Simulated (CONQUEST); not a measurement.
Runs of CONQUEST 1.3 on Si. It takes space group Fd-3m (No. 227, cubic). Conventional cell: a = 5.444 Å, b = 5.444 Å, c = 5.444 Å, α = 90.00°, β = 90.00°, γ = 90.00°. Si (site symmetry -43m) has 4 Si at 2.36 Å as nearest neighbours. 

```csv
task,level,potentials or basis,spin,cell,k mesh,smearing,optimiser,max steps of the ions,gap on the mesh (eV),pressure (GPa),V0 of scaled cells (Å³/atom),B0 (GPa)
density of states,LDA-VWN,"PseudoDojo NC LDA, SZP, grid cutoff 120 Ha",off,"atoms moved at random, drawn with an rms of 0.1 Å",6 × 6 × 4,fermi-dirac 0.1 eV,-,-,none,-,-,-
equation of state,PBEsol,"PseudoDojo NC PBEsol, DZP, grid of 36 × 36 × 60 points",off,as given,7 × 7 × 5,fermi-dirac 0.05 eV,-,-,-,-,20.22,(a)
equation of state,LDA,"PseudoDojo NC LDA, DZP, grid of 36 × 36 × 60 points",off,as given,7 × 7 × 5,fermi-dirac 0.05 eV,-,-,-,-,(b),93
relaxation of the atoms,BLYP,"PseudoDojo NC PBE, DZ, grid cutoff 80 Ha","collinear, zero start","atoms relaxed from: atoms moved at random, drawn with an rms of 0.1 Å",5 × 5 × 3,fermi-dirac 0.1 eV,cg,30,1.16,9.1,-,-
single point,BP86,"PseudoDojo NC PBE, DZP, grid cutoff 80 Ha",off,volume scaled by 0.88,5 × 5 × 4,fermi-dirac 0.1 eV,-,-,0.39,19.6,-,-
```

Problem. Estimate the missing entries.

Solution. (a) 94; (b) 19.91.

Caveats: the basis of atomic orbitals isn't converged, which shifts pressures, moduli and gaps; the atomic basis is small (some runs); the DZP basis gives volumes some 2 % larger than converged bases do, and moduli off by several per cent (some runs); the potentials were made for another functional, which shifts forces and pressure (some runs); an odd mesh through Γ misses points on the zone boundary, where band edges often lie (some runs); the box holds several primitive cells, so bands are folded and the points are those of the box's own zone (some runs); the real-space grid breaks the cell's symmetry a little (some runs).

A gap of «none» marks a metal or a gap under the smearing width.

Runs at the PBE level aren't shown here.
